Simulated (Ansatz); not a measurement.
## LiF: stable or not

It was reached by relaxing an invented guess, and it needn't be the stable form of this composition.

Computed with Ansatz, DFT PBE, scalar-relativistic, plane waves, PAW. Cutoff 420 eV, Γ-centred 6×6×6 mesh (12-atom cell), Gaussian smearing of 0.02 eV, no spin polarisation.

```xyz
12
Lattice="5.2630 0.0000 0.0000 2.3227 4.9251 0.0000 1.9830 1.5525 4.8796" Properties=species:S:1:pos:R:3 pbc="T T T"
Li    6.6534    5.1483    0.7995
Li    5.1636    2.5011    2.5818
Li    4.6344    5.2066    2.3631
Li    3.0495    2.0148    4.0802
Li    3.6626    3.2759    0.6426
Li    7.8589    4.8717    4.0854
F     5.6111    3.6405    1.1501
F     6.0787    5.1962    3.7443
F     3.1863    5.0602    1.0718
F     6.4428    1.6022    3.6941
F     3.5779    1.6878    1.5198
F     3.8161    3.5852    3.5450
```

The zero of energy is the elements' standard structures at the same level (F₂ as a molecule); no fitted shifts are applied.

Question: These tests were run: energy against the elements; phonons at Γ. What do they show?

Answer:

| test | result |
| --- | --- |
| energy against the elements | −2.859 eV/atom |
| phonons at Γ | lowest optical mode 86 cm⁻¹ |

It fails none of these tests. Other phases of the system weren't compared here, so this isn't yet thermodynamic stability. Phonons away from Γ weren't computed.

The run for the phonons used a 6×6×6 k mesh. Another cell of LiF relaxed alike, in Fm-3m, lies 87 meV/atom lower, so this cell isn't the stable form at this level.
